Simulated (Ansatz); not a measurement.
**Sn: equation of state with PBEsol+D3(BJ)**

Sn:

```xyz
1
Lattice="-1.7265 1.7755 2.3383 1.7265 -1.7755 2.3383 1.7265 1.7755 -2.3383" Properties=species:S:1:pos:R:3 pbc="T T T"
Sn    0.0000    0.0000    0.0000
```

This isn't the form of Sn at room conditions, which is tetragonal (white tin).

| Item | Value |
| --- | --- |
| Program | Ansatz 0.2.0 |
| Task | equation of state |
| Functional | PBEsol |
| Dispersion | D3(BJ) |
| Potentials or basis | Ansatz PAW |
| Cutoff | 420 eV |
| Density cutoff | 1680 eV |
| k mesh | 11 × 11 × 11 |
| Occupations | cold, width 0.05 eV |
| Spin | no spin polarisation |
| Driver | calculator |
| Eos | birch |

```
Equilibrium volume                        : 25.56 Å³/atom (rough: see the caveat)
Bulk modulus at fixed shape and positions : 69 GPa (rough)
```

Energy against volume, from the lowest point:
```tsv
volume (Å³/atom)	energy (meV/atom)
26.953	0.00
27.526	13.16
28.100	29.64
28.673	48.96
29.247	70.71
29.820	94.55
30.394	120.09
```

Wall time 17 s on 2 threads of Arm Neoverse V1 (shared host), peak memory 0.49 GiB.

Caveat: the minimum lies outside the volumes run; the cell was scaled at fixed shape and fractional positions, which overstates the stiffness of a crystal with free parameters, most of all of layers and chains; the thresholds are loose for stress.
